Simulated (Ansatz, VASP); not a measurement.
Ba in VASP and in Ansatz

```xyz
1
Lattice="3.8063 0.0000 0.0000 -1.9032 3.2964 0.0000 0.0000 0.0000 3.4694" Properties=species:S:1:pos:R:3 pbc="T T T"
Ba    0.0000    0.0000    0.0000
```

Alike in both runs: functional PBE; k mesh 10 × 10 × 9; occupations fermi-dirac, width 0.08 eV; no spin polarisation.

Ansatz relaxed the structure, and its values are those at the end. VASP's run is a single point on that final structure, the one shown.

|  | VASP | Ansatz |
| --- | --- | --- |
| version | VASP 6.6.1 | Ansatz 0.2.0 |
| potentials or method | VASP PAW PBE potentials, release 64 (Ba_sv) | PAW with Ansatz's default frozen-core files, scalar-relativistic |
| plane-wave cutoff (eV) | 520 | 420 |
| valence electrons in the cell | 10 | 10 |

|  | VASP | Ansatz | Ansatz less VASP |
| --- | --- | --- | --- |
| pressure (GPa) | 5.3 | 4.7 | -0.57 |

The functional is the same, so the differences come from potentials, cutoffs and numerics.

Spin-orbit coupling is left out, which matters for the levels of Ba.
